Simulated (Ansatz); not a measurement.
# Al: a tetragonal deformation path

The task, for Al: look for other minima along a tetragonal path.

Program: Ansatz 0.2.0. Level of theory: DFT PBE, scalar-relativistic, plane waves, PAW. These are calculated values, not measurements.

### 1 Starting point

The structure is cubic, space group Fm-3m (No. 225). The conventional cell has a = 4.048 Å, b = 4.048 Å, c = 4.048 Å, α = 90.00°, β = 90.00°, γ = 90.00°. Al (site symmetry m-3m) is surrounded by 12 Al at 2.86 Å.

Coordinates:

```cif
data_structure
_symmetry_space_group_name_H-M 'Fm-3m'
_symmetry_Int_Tables_number 225
_cell_length_a 4.0480
_cell_length_b 4.0480
_cell_length_c 4.0480
_cell_angle_alpha 90.000
_cell_angle_beta 90.000
_cell_angle_gamma 90.000
_cell_volume 66.33
loop_
_atom_site_label
_atom_site_type_symbol
_atom_site_symmetry_multiplicity
_atom_site_Wyckoff_symbol
_atom_site_fract_x
_atom_site_fract_y
_atom_site_fract_z
_atom_site_occupancy
Al1 Al 4 a 0.00000 0.00000 0.00000 1
```

The cell is taken as given, not relaxed at this level.

### 2 The reference cell

Reference values: F = -537.5060 eV; pressure -0.39 GPa; largest force 0.000 eV/Å; gap on the mesh none (metal). It was computed beforehand with the settings of the runs below.

### 3 The scan: a tetragonal deformation path

At fixed volume and fractional coordinates, lengths along (0.000, 0.000, 1.000) are scaled against those across it; ρ is that ratio over its starting value.

### 4 Point ρ = 0.707

Contents of input.yaml:

```yaml
crystal:
  lattice:
    - [0.0, 2.271955106, 1.6062722599]
    - [2.271955106, 0.0, 1.6062722599]
    - [2.271955106, 2.271955106, 0.0]
  atoms:
    - { symbol: Al, position: [0.0, 0.0, 0.0] }
basis:
  ecutwfc: 420
kpoints:
  mp_grid: { grid: [22, 22, 22] }
hamiltonian:
  xc: pbe
scf:
  occupations: { method: gaussian, width: 0.15 }
output:
  forces: true
  stress: true
  eigenvalues: true
  write_density: true
  write_potential: true
  elf: true
  volumetric_format: npy
```

On the command line:

```bash
$ ansatz run input.yaml --threads 1 --pin off --max-ram 2560MiB --backend cpu --events-out ev --progress --plain --runs-dir out
```

Further runs follow: point ρ = 1.414; At ρ = 0.850; At ρ = 1.200; ρ = 0.780; At ρ = 1.300; At ρ = 0.920; point ρ = 1.100; At ρ = 0.650; ρ = 1.500; ρ = 0.960; ρ = 1.050.

Q: Predict the outcome of this session. Wanted: highest point.

**Answer**, as computed:

```
     quantity                        value
highest point  426.5 meV/atom at ρ = 1.500
```

What this shows: The undisturbed cell stays the lowest of the sampled points. No sampled point inside the path is a dip, apart from those named. At ρ = 0.707 the cell takes another symmetry, Im-3m, 97.4 meV/atom from the start at this fixed volume.
